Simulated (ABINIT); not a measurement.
# Sn (Fd-3m) in ABINIT: further runs

The runs below take Sn through equation of state, with PBE, PBEsol.

All numbers are computed with ABINIT 10.8.3 (patched build); they aren't measurements. Logs are shortened: lines on timing, memory, paths and dates and some standing lists are left out, and cuts for length are marked. The log counts tension as positive stress, the text compression.

## (1) The crystal as given

It takes space group Fd-3m (No. 227, cubic). Conventional cell: a = 6.467 Å, b = 6.467 Å, c = 6.467 Å, α = 90.00°, β = 90.00°, γ = 90.00°. Around Sn (site symmetry -43m) lie 4 Sn at 2.80 Å.

This isn't the form of Sn at room conditions, which is tetragonal (white tin).

## (2) Equation of state, PBE

run.abi

```
# Datasets: one volume each
ndtset 7
getwfk -1
scalecart1 3*0.9795861087
scalecart2 3*0.9864848297
scalecart3 3*0.9932883884
scalecart4 3*1.0000000000
scalecart5 3*1.0066227096
scalecart6 3*1.0131594038
scalecart7 3*1.0196128224

# Pseudopotentials
pp_dirpath "./"
pseudos "Sn.GGA_PBE-JTH.xml"

# Structure
acell 3*1.0 Angstrom
rprim
     0.0000000000     3.2333428000     3.2333428000
     3.2333428000     0.0000000000     3.2333428000
     3.2333428000     3.2333428000     0.0000000000
ntypat 1
znucl 50
natom 2
typat 1 1
xred
     0.7500000000     0.7500000000     0.7500000000
     0.5000000000     0.5000000000     0.5000000000

# Plane-wave basis
ecut 22.0
pawecutdg 44.0
pawxcdev 0

# k points
kptopt 1
ngkpt 7 7 7
nshiftk 1
shiftk 0.0 0.0 0.0

# Exchange and correlation
ixc 11

# Bands and occupations
nband 18
occopt 3
tsmear 0.05 eV

# SCF cycle
nstep 100
tolvrs 1.0e-9

# Output
iomode 3
prtwf 1
prtden 0
prteig 0
prtebands 0
```

Potentials or basis: JTH PAW PBE v2.0.

Started as:

```console
abinit run.abi > log 2>&1
```

run.abo:

```text
.Version 10.8.3 of ABINIT
 DATASET    1 : space group Fd -3 m (#227); Bravais cF (face-center cubic)
================================================================================
 Values of the parameters that define the memory need for DATASET  1.
     intxc =       0    ionmov =       0      iscf =      17    lmnmax =      18
     lnmax =       6     mgfft =      36  mpssoang =       3    mqgrid =    3001
     natom =       2  nloc_mem =       2    nspden =       1   nspinor =       1
    nsppol =       1      nsym =      48    n1xccc =       1    ntypat =       1
    occopt =       3   xclevel =       2
       mpw =        2129          nfft =       46656          nkpt =          20
 PAW method is used; the additional fine FFT grid is defined by:
   mgfftf=        54    nfftf =    157464
================================================================================
================================================================================
[... 71 lines left out ...]
 DATASET    7 : space group Fd -3 m (#227); Bravais cF (face-center cubic)
================================================================================
 Values of the parameters that define the memory need for DATASET  7.
     intxc =       0    ionmov =       0      iscf =      17    lmnmax =      18
     lnmax =       6     mgfft =      40  mpssoang =       3    mqgrid =    3001
     natom =       2  nloc_mem =       2    nspden =       1   nspinor =       1
    nsppol =       1      nsym =      48    n1xccc =       1    ntypat =       1
    occopt =       3   xclevel =       2
       mpw =        2400          nfft =       64000          nkpt =          20
 PAW method is used; the additional fine FFT grid is defined by:
   mgfftf=        54    nfftf =    157464
================================================================================
================================================================================

--------------------------------------------------------------------------------
------------- Echo of variables that govern the present computation ------------
--------------------------------------------------------------------------------
 -outvars: echo values of preprocessed input variables --------
            acell      1.8897261259E+00  1.8897261259E+00  1.8897261259E+00 Bohr
              amu      1.18710000E+02
             ecut      2.20000000E+01 Hartree
           getwfk          -1
              ixc          11
           jdtset        1    2    3    4    5    6    7
         kptrlatt        7    0    0      0    7    0      0    0    7
          kptrlen1     5.92524448E+01
          kptrlen2     5.96697293E+01
          kptrlen3     6.00812576E+01
          kptrlen4     6.04872244E+01
          kptrlen5     6.08878137E+01
[... 130 lines left out ...]
- pspini: atom type   1  psp file is ./Sn.GGA_PBE-JTH.xml
 Pseudopotential format is: paw10
 basis_size (lnmax)=  6 (lmn_size= 18), orbitals=   0   0   1   1   2   2
 Spheres core radius: rc_sph= 2.51086398
 Shapefunction is BESSEL type: shapef(r,l)=aa(1,l)*jl(q(1,l)*r)+aa(2,l)*jl(q(2,l)*r)
 Radius for shape functions =  1.40702157
 Compensation charge density is not taken into account in XC energy/potential

   1.44039359E+03                                ecore*ucvol(ha*bohr**3)
--------------------------------------------------------------------------------

================================================================================

--- !BeginCycle
iteration_state: {dtset: 1, }
solver: {iscf: 17, nstep: 100, nline: 4, wfoptalg: 10, }
tolerances: {tolvrs: 1.00E-09, }
...
[... 353 lines left out ...]
 getcut: wavevector=  0.0000  0.0000  0.0000  ngfft=  40  40  40
         ecut(hartree)=     22.000   => boxcut(ratio)=   2.20720

 getcut : COMMENT -
  Note that boxcut > 2.2 ; recall that boxcut=Gcut(box)/Gcut(sphere) = 2
  is sufficient for exact treatment of convolution.
  Such a large boxcut is a waste : you could raise ecut
  e.g. ecut=   26.794632 Hartrees makes boxcut=2

 Fine grid specifications (used for densities):

 getcut: wavevector=  0.0000  0.0000  0.0000  ngfft=  54  54  54
         ecut(hartree)=     44.000   => boxcut(ratio)=   2.10771
--------------------------------------------------------------------------------
[... 886 lines left out ...]
-Cartesian components of stress tensor (GPa)         [Pressure=  1.0786E+00 GPa]
- sigma(1 1)= -1.07855061E+00  sigma(3 2)=  0.00000000E+00
- sigma(2 2)= -1.07855061E+00  sigma(3 1)=  0.00000000E+00
- sigma(3 3)= -1.07855061E+00  sigma(2 1)=  0.00000000E+00

== END DATASET(S) ==============================================================
================================================================================

 -outvars: echo values of variables after computation  --------
            acell      1.8897261259E+00  1.8897261259E+00  1.8897261259E+00 Bohr
           etotal1    -1.3941998269E+02
           etotal2    -1.3942212609E+02
           etotal3    -1.3942386299E+02
           etotal4    -1.3942523322E+02
           etotal5    -1.3942627122E+02
           etotal6    -1.3942701077E+02
           etotal7    -1.3942747963E+02
            fcart1     5.6233603224E-29 -7.8727044513E-29 -1.1246720645E-29
                      -5.6233603224E-29  7.8727044513E-29  1.1246720645E-29
            fcart2    -2.0940130642E-30  6.9800435472E-31 -2.0242126287E-29
                       2.0940130642E-30 -6.9800435472E-31  2.0242126287E-29
            fcart3    -4.9912081409E-29  5.5457868232E-30  3.8820507762E-29
                       4.9912081409E-29 -5.5457868232E-30 -3.8820507762E-29
            fcart4    -3.3051393936E-29 -1.1017131312E-29  5.5085656560E-29
                       3.3051393936E-29  1.1017131312E-29 -5.5085656560E-29
            fcart5     7.6612536602E-29  1.0944648086E-29 -5.4723240430E-29
                      -7.6612536602E-29 -1.0944648086E-29  5.4723240430E-29
[... 38 lines left out ...]
                       0.0000000000E+00  0.0000000000E+00  0.0000000000E+00
           xangst1     4.7510065373E+00  4.7510065373E+00  4.7510065373E+00
                       3.1673376915E+00  3.1673376915E+00  3.1673376915E+00
           xangst2     4.7844654321E+00  4.7844654321E+00  4.7844654321E+00
                       3.1896436214E+00  3.1896436214E+00  3.1896436214E+00
           xangst3     4.8174627884E+00  4.8174627884E+00  4.8174627884E+00
                       3.2116418590E+00  3.2116418590E+00  3.2116418590E+00
           xangst4     4.8500142000E+00  4.8500142000E+00  4.8500142000E+00
                       3.2333428000E+00  3.2333428000E+00  3.2333428000E+00
           xangst5     4.8821344356E+00  4.8821344356E+00  4.8821344356E+00
                       3.2547562904E+00  3.2547562904E+00  3.2547562904E+00
           xangst6     4.9138374953E+00  4.9138374953E+00  4.9138374953E+00
                       3.2758916635E+00  3.2758916635E+00  3.2758916635E+00
           xangst7     4.9451366671E+00  4.9451366671E+00  4.9451366671E+00
                       3.2967577781E+00  3.2967577781E+00  3.2967577781E+00
             xred      7.5000000000E-01  7.5000000000E-01  7.5000000000E-01
                       5.0000000000E-01  5.0000000000E-01  5.0000000000E-01
 Calculation completed.
```

It took 2.4 min on 1 thread of Arm Neoverse V2, shared host; peak memory 0.17 GiB.

Results:

```yaml
Equilibrium_volume: "36.85 Å³/atom (rough: see the caveat)"
Bulk_modulus: 37 GPa (rough)
```

Energy against volume, from the lowest point:
```csv
volume (Å³/atom),energy (meV/atom)
31.775,102.00
32.451,72.84
33.127,49.21
33.803,30.56
34.479,16.44
35.155,6.38
35.831,0.00
```

Caveat: pressures at fixed basis lie under the slope of the energies; the minimum lies outside the volumes run.

## (3) Equation of state, PBEsol

run.abi

```
# Datasets: one volume each
ndtset 7
getwfk -1
scalecart1 3*0.9795861087
scalecart2 3*0.9864848297
scalecart3 3*0.9932883884
scalecart4 3*1.0000000000
scalecart5 3*1.0066227096
scalecart6 3*1.0131594038
scalecart7 3*1.0196128224

# Pseudopotentials
pp_dirpath "./"
pseudos "Sn.upf"

# Structure
acell 4.5726372396 4.5726372396 4.5726372396 Angstrom
rprim
     0.0000000000     0.7071067812     0.7071067812
     0.7071067812     0.0000000000     0.7071067812
     0.7071067812     0.7071067812     0.0000000000
ntypat 1
znucl 50
natom 2
typat 1 1
xred
     0.7500000000     0.7500000000     0.7500000000
     0.5000000000     0.5000000000     0.5000000000

# Plane-wave basis
ecut 36.0

# k points
kptopt 1
ngkpt 7 7 7
nshiftk 1
shiftk 0.0 0.0 0.0

# Exchange and correlation
ixc -116133

# Bands and occupations
nband 18
occopt 3
tsmear 0.05 eV

# SCF cycle
nstep 100
tolvrs 1.0e-10

# Output
iomode 3
prtwf 1
prtden 0
prteig 0
prtebands 0
enunit 2
```

Potentials or basis: PseudoDojo NC SR PBEsol v0.4.1 standard.

Started as:

```console
abinit run.abi > log 2>&1
```

run.abo:

```text
.Version 10.8.3 of ABINIT
 DATASET    1 : space group Fd -3 m (#227); Bravais cF (face-center cubic)
================================================================================
 Values of the parameters that define the memory need for DATASET  1.
     intxc =       0    ionmov =       0      iscf =       7    lmnmax =       6
     lnmax =       6     mgfft =      48  mpssoang =       3    mqgrid =    3001
     natom =       2  nloc_mem =       1    nspden =       1   nspinor =       1
    nsppol =       1      nsym =      48    n1xccc =    2501    ntypat =       1
    occopt =       3   xclevel =       2
       mpw =        4456          nfft =      110592          nkpt =          20
================================================================================
================================================================================
[... 61 lines left out ...]
 DATASET    7 : space group Fd -3 m (#227); Bravais cF (face-center cubic)
================================================================================
[... 1243 lines left out ...]
                       4.4068525247E-29 -4.4068525247E-29 -4.4068525247E-29
            fcart5     2.1889296172E-29  6.5667888515E-29 -1.5322507320E-28
                      -2.1889296172E-29 -6.5667888515E-29  1.5322507320E-28
[... 38 lines left out ...]
                       0.0000000000E+00  0.0000000000E+00  0.0000000000E+00
           xangst1     4.7510065374E+00  4.7510065374E+00  4.7510065374E+00
                       3.1673376916E+00  3.1673376916E+00  3.1673376916E+00
           xangst2     4.7844654323E+00  4.7844654323E+00  4.7844654323E+00
                       3.1896436215E+00  3.1896436215E+00  3.1896436215E+00
           xangst3     4.8174627886E+00  4.8174627886E+00  4.8174627886E+00
                       3.2116418590E+00  3.2116418590E+00  3.2116418590E+00
           xangst4     4.8500142001E+00  4.8500142001E+00  4.8500142001E+00
                       3.2333428001E+00  3.2333428001E+00  3.2333428001E+00
           xangst5     4.8821344357E+00  4.8821344357E+00  4.8821344357E+00
                       3.2547562905E+00  3.2547562905E+00  3.2547562905E+00
           xangst6     4.9138374954E+00  4.9138374954E+00  4.9138374954E+00
                       3.2758916636E+00  3.2758916636E+00  3.2758916636E+00
           xangst7     4.9451366673E+00  4.9451366673E+00  4.9451366673E+00
                       3.2967577782E+00  3.2967577782E+00  3.2967577782E+00
             xred      7.5000000000E-01  7.5000000000E-01  7.5000000000E-01
                       5.0000000000E-01  5.0000000000E-01  5.0000000000E-01
 Calculation completed.
```

Wall time 4.3 min (1 thread of Arm Neoverse V2, shared host); peak memory 0.14 GiB.

Results:

* Equilibrium volume: 35.08 Å³/atom
* Bulk modulus: 41 GPa
* Pressure derivative of the bulk modulus: 5.0

Energy against volume, from the lowest point:
| volume (Å³/atom) | energy (meV/atom) |
| --- | --- |
| 31.775 | 48.78 |
| 32.451 | 29.57 |
| 33.127 | 15.62 |
| 33.803 | 6.38 |
| 34.479 | 1.33 |
| 35.155 | 0.00 |
| 35.831 | 1.97 |

Caveat: pressures at fixed basis lie under the slope of the energies. Zero-point motion and thermal expansion aren't in these numbers.
